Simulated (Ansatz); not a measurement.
Mo (diamond): energy against volume

The calculation used Ansatz 0.2.0, DFT, revPBE, plane waves (420 eV) with PAW, scalar-relativistic. (PAW data from PBE, frozen cores regenerated.)

The cell is scaled uniformly from the relaxed one, with fractional coordinates and shape fixed. Energies are extrapolated to zero smearing, pressures are those at the given smearing. Magnetic state: spin not included.

A Birch-Murnaghan fit gives V₀ = 23.32 Å³/atom, B₀ = 102 GPa, B₀′ = 4.1.

**Question.** What are the energy above the minimum and the pressure at 20.562 Å³/atom?

**Answer.** 128.3 meV/atom and 16.82 GPa as computed.

**Question.** What are the energy above the minimum and the pressure at 21.496 Å³/atom?

**Answer.** 52.0 meV/atom and 10.02 GPa as computed.

**Question.** What are the energy above the minimum and the pressure at 24.300 Å³/atom?

**Answer.** 12.3 meV/atom and -3.65 GPa as computed.
